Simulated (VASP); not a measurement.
KBr, 2 atoms in the cell. Symmetry: Fm-3m, No. 225, cubic system. The conventional cell has a = 6.589 Å, b = 6.589 Å, c = 6.589 Å, α = 90.00°, β = 90.00°, γ = 90.00°. K (site symmetry m-3m) has 6 Br at 3.29 Å as nearest neighbours. Around Br (site symmetry m-3m) lie 6 K at 3.29 Å. The cell is a database's computed one.

* Program: VASP 6.6.1
* Task: relaxation of cell and atoms
* Functional: PBE
* Potentials or basis: VASP PAW PBE potentials, release 64 (K_sv, Br)
* Cutoff: 600 eV
* k mesh: 6 × 6 × 6
* Occupations: gaussian, width 0.02 eV
* Spin: no spin polarisation
* Dipole correction: no
* Further INCAR settings: ALGO = Normal; EDIFF = 1e-07; IBRION = 2; EDIFFG = -0.005; NSW = 100; ISIF = 3

Potentials or basis: VASP PAW PBE potentials, release 64 (K_sv, Br).

Run with:

```sh
$ cat potpaw_PBE.64/K_sv/POTCAR potpaw_PBE.64/Br/POTCAR > POTCAR
$ mpirun -np 1 vasp_std > vasp.out
```

Hardware: 1 thread of Intel(R) Xeon(R) Platinum 8488C (Sapphire Rapids), with other jobs on the host.

Estimate the wall time of this run.

Run time: 56 s on 1 thread of Intel(R) Xeon(R) Platinum 8488C (Sapphire Rapids), with other jobs on the host, peak memory 0.25 GiB. Counts: scf iterations 43, k points 16, ion steps 4.
